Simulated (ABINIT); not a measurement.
# GaAs (F-43m) in ABINIT: single point with r2SCAN

Aim: the single point of GaAs with r2SCAN.

Everything below comes from runs of ABINIT 10.8.3 (patched build). Logs are shortened: lines on timing, memory, paths and dates and some standing lists are left out, and cuts for length are marked. The log counts tension as positive stress, the text compression.

**What was measured.**

“Evidence of valence band perturbations in GaAsN/GaAs(001): A combined variable-angle spectroscopic ellipsometry and modulated photoreflectance investigation”, 2008, arxiv:0805.2212 reports, for a bulk crystal of GaAs at 300 K: band gap 1.418 ± 0.005 eV (direct).

The runs below are set against these values where they give the same quantity.

### 1 Starting point

It takes space group F-43m (No. 216, cubic). The conventional cell has a = 5.654 Å, b = 5.654 Å, c = 5.654 Å, α = 90.00°, β = 90.00°, γ = 90.00°. Around As (site symmetry -43m) lie 4 Ga at 2.45 Å. Around Ga (site symmetry -43m) lie 4 As at 2.45 Å.

### 2 Single point, r2SCAN

Input file run.abi:

```
# Pseudopotentials
pp_dirpath "./"
pseudos "As.GGA_PBE-JTH.xml, Ga.GGA_PBE-JTH.xml"

# Structure
acell 3*1.0
rprim
     0.0000000000     5.3419722954     5.3419722954
     5.3419722954     0.0000000000     5.3419722954
     5.3419722954     5.3419722954     0.0000000000
ntypat 2
znucl 33 31
natom 2
typat 1 2
xred
     0.7500000000     0.7500000000     0.7500000000
     0.0000000000     0.0000000000     0.0000000000

# Plane-wave basis
ecut 20.0
pawecutdg 40.0

# k points
kptopt 1
ngkpt 10 10 10
nshiftk 1
shiftk 0.0 0.0 0.0

# Exchange and correlation
ixc -497498
usekden 1
pawxcdev 0

# Bands and occupations
nband 18
occopt 3
tsmear 0.00183747

# SCF cycle
nstep 100
tolvrs 1.0e-7

# Output
iomode 3
prtwf 0
prteig 0
prtebands 0
enunit 2
prtden 1
prtvha 1
prtvclmb 1
prtpot 1
```

Potentials or basis: JTH PAW PBE v2.0.

Launch:

```
> abinit run.abi > log 2>&1
```

run.abo:

```text
.Version 10.8.3 of ABINIT
 Symmetries : space group F-4 3 m (#216); Bravais cF (face-center cubic)
================================================================================
 Values of the parameters that define the memory need of the present run
     intxc =       0    ionmov =       0      iscf =      17    lmnmax =      18
     lnmax =       6     mgfft =      32  mpssoang =       3    mqgrid =    3001
     natom =       2  nloc_mem =       2    nspden =       1   nspinor =       1
    nsppol =       1      nsym =      24    n1xccc =       1    ntypat =       2
    occopt =       3   xclevel =       2
       mpw =        1326          nfft =       32768          nkpt =          47
 PAW method is used; the additional fine FFT grid is defined by:
   mgfftf=        45    nfftf =     91125
================================================================================
================================================================================

--------------------------------------------------------------------------------
------------- Echo of variables that govern the present computation ------------
--------------------------------------------------------------------------------
 -outvars: echo values of preprocessed input variables --------
            acell      1.0000000000E+00  1.0000000000E+00  1.0000000000E+00 Bohr
              amu      7.49215900E+01  6.97230000E+01
             ecut      2.00000000E+01 Hartree
           enunit           2
              ixc     -497498
         kptrlatt       10    0    0      0   10    0      0    0   10
          kptrlen      7.55468967E+01
            natom           2
            nband          18
            ngfft          32      32      32
          ngfftdg          45      45      45
             nkpt          47
            nstep         100
             nsym          24
           ntypat           2
           occopt           3
        pawecutdg      4.00000000E+01 Hartree
         pawxcdev           0
        prtebands           0
           prteig           0
          prtkden           1
           prtpot           1
         prtvclmb           1
           prtvha           1
            prtwf           0
            rprim      0.0000000000E+00  5.3419722954E+00  5.3419722954E+00
                       5.3419722954E+00  0.0000000000E+00  5.3419722954E+00
                       5.3419722954E+00  5.3419722954E+00  0.0000000000E+00
          spgroup         216
           tolvrs      1.00000000E-07
           tsmear      1.83747000E-03 Hartree
            typat      1  2
          usekden           1
           useylm           1
           xangst      4.2402749971E+00  4.2402749971E+00  4.2402749971E+00
                       0.0000000000E+00  0.0000000000E+00  0.0000000000E+00
            xcart      8.0129584431E+00  8.0129584431E+00  8.0129584431E+00
                       0.0000000000E+00  0.0000000000E+00  0.0000000000E+00
             xred      7.5000000000E-01  7.5000000000E-01  7.5000000000E-01
                       0.0000000000E+00  0.0000000000E+00  0.0000000000E+00
            znucl       33.00000   31.00000

[... 144 lines left out ...]
    1     -0.00000000000000    -0.00000000000000    -0.00000000000000
    2     -0.00000000000000    -0.00000000000000    -0.00000000000000
 frms,max,avg= 0.0000000E+00 0.0000000E+00   0.000E+00  0.000E+00  0.000E+00 e/A
 length scales=  1.000000000000  1.000000000000  1.000000000000 bohr
              =  0.529177210544  0.529177210544  0.529177210544 angstroms
 Fermi (or HOMO) energy (hartree) =   0.17237   Average Vxc (hartree)=  -0.35138
 Eigenvalues (hartree) for nkpt=  47  k points:
 kpt#   1, nband= 18, wtk=  0.00100, kpt=  0.0000  0.0000  0.0000 (reduced coord)
  -1.16811   -1.16811   -1.16811   -1.16775   -1.16775   -0.40599   -0.40599   -0.40599
  -0.40256   -0.40256   -0.33275    0.15262    0.15262    0.15262    0.18960    0.30140
   0.30140    0.30140
      occupation numbers for kpt#   1
   2.00000    2.00000    2.00000    2.00000    2.00000    2.00000    2.00000    2.00000
   2.00000    2.00000    2.00000    1.99996    1.99996    1.99996    0.00017    0.00000
   0.00000    0.00000
 prteigrs : prtvol=0 or 1, do not print more k-points.

 Fermi (or HOMO) energy (eV) =   4.69045   Average Vxc (eV)=  -9.56141
 Eigenvalues (   eV  ) for nkpt=  47  k points:
 kpt#   1, nband= 18, wtk=  0.00100, kpt=  0.0000  0.0000  0.0000 (reduced coord)
 -31.78594  -31.78594  -31.78594  -31.77614  -31.77614  -11.04768  -11.04768  -11.04768
 -10.95419  -10.95419   -9.05446    4.15310    4.15310    4.15310    5.15918    8.20151
   8.20151    8.20151
 prteigrs : prtvol=0 or 1, do not print more k-points.

--- !EnergyTerms
iteration_state     : {dtset: 1, }
comment             : Components of total free energy in Hartree
kinetic             :  8.80537294331515E+00
hartree             :  6.18647319907225E+01
xc                  : -3.58006389911159E+00
Ewald energy        : -9.91764168889747E+01
psp_core            :  4.32126658272022E+00
local_psp           : -1.63202819058266E+02
PAW spherical_terms :  1.23672546963121E+01
internal            : -1.78600673633283E+02
'-kT*entropy'       : -7.19017717976319E-09
total_energy        : -1.78600673640473E+02
total_energy_eV     : -4.85997191422330E+03
...

--- !EnergyTermsDC
iteration_state     : {dtset: 1, }
comment             : '"Double-counting" decomposition of free energy'
band_energy         : -1.61061171756074E+01
Ewald energy        : -9.91764168889747E+01
psp_core            :  4.32126658272022E+00
xc_dc               : -6.06325014230516E+01
PAW spherical_terms : -7.00688367724935E+00
internal            : -1.78600652582163E+02
'-kT*entropy'       : -7.19017717976319E-09
total_energy_dc     : -1.78600652589353E+02
total_energy_dc_eV  : -4.85997134139315E+03
...

--- !EnergyTermsWithPAWCore
iteration_state     : {dtset: 1, }
comment             : 'Components of total free energy, including PAW core contributions'
Total energy        : -4.20563201502673E+03
Total energy DC     : -4.20563199397561E+03
Total energy (eV)   : -1.14441077169356E+05
Total energy DC (eV): -1.14441076596525E+05
...

 Cartesian components of stress tensor (hartree/bohr^3)
  sigma(1 1)= -1.59023486E-05  sigma(3 2)=  0.00000000E+00
  sigma(2 2)= -1.59023486E-05  sigma(3 1)=  0.00000000E+00
  sigma(3 3)= -1.59023486E-05  sigma(2 1)=  0.00000000E+00

-Cartesian components of stress tensor (GPa)         [Pressure=  4.6786E-01 GPa]
- sigma(1 1)= -4.67863247E-01  sigma(3 2)=  0.00000000E+00
- sigma(2 2)= -4.67863247E-01  sigma(3 1)=  0.00000000E+00
- sigma(3 3)= -4.67863247E-01  sigma(2 1)=  0.00000000E+00

== END DATASET(S) ==============================================================
================================================================================

 -outvars: echo values of variables after computation  --------
            acell      1.0000000000E+00  1.0000000000E+00  1.0000000000E+00 Bohr
           etotal     -1.7860065259E+02
            fcart     -0.0000000000E+00 -0.0000000000E+00 -0.0000000000E+00
                      -0.0000000000E+00 -0.0000000000E+00 -0.0000000000E+00
            rprim      0.0000000000E+00  5.3419722954E+00  5.3419722954E+00
                       5.3419722954E+00  0.0000000000E+00  5.3419722954E+00
                       5.3419722954E+00  5.3419722954E+00  0.0000000000E+00
           strten     -1.5902348555E-05 -1.5902348555E-05 -1.5902348555E-05
                       0.0000000000E+00  0.0000000000E+00  0.0000000000E+00
           xangst      4.2402749971E+00  4.2402749971E+00  4.2402749971E+00
                       0.0000000000E+00  0.0000000000E+00  0.0000000000E+00
             xred      7.5000000000E-01  7.5000000000E-01  7.5000000000E-01
                       0.0000000000E+00  0.0000000000E+00  0.0000000000E+00
 Calculation completed.
```

It took 1.7 min on 1 thread of Arm Neoverse V2, shared host; peak memory 0.16 GiB.

What came out:

| Quantity | Value |
| --- | --- |
| Free energy | -4859.9713 eV |
| Pressure | 0.5 GPa |
| Band gap on the k mesh | 1.01 eV, direct |
| Valence electrons inside the program's atomic spheres | As 12.71; Ga 11.08 |

Caveat: totals of a meta-GGA on PAW files have another zero than those of a GGA; the PAW data sets were made with another functional, which shifts forces and pressure a little.

### 3 Comparison with measurements

Step 2. Measured gap of GaAs: 1.418 eV (direct; 300 K; “Evidence of valence band perturbations in GaAsN/GaAs(001): A combined variable-angle spectroscopic ellipsometry and modulated photoreflectance investigation”, 2008, arxiv:0805.2212). This calculation gives 1.01 eV (-0.41 eV). 3 values of this kind are on record (1.412 to 1.51 eV); this one was drawn at random among those near their median, those with a stated uncertainty first. Spin-orbit coupling on As, Ga is left out. The value is that of r2SCAN on a finite k mesh, which can miss the band edges, without temperature or zero-point motion.
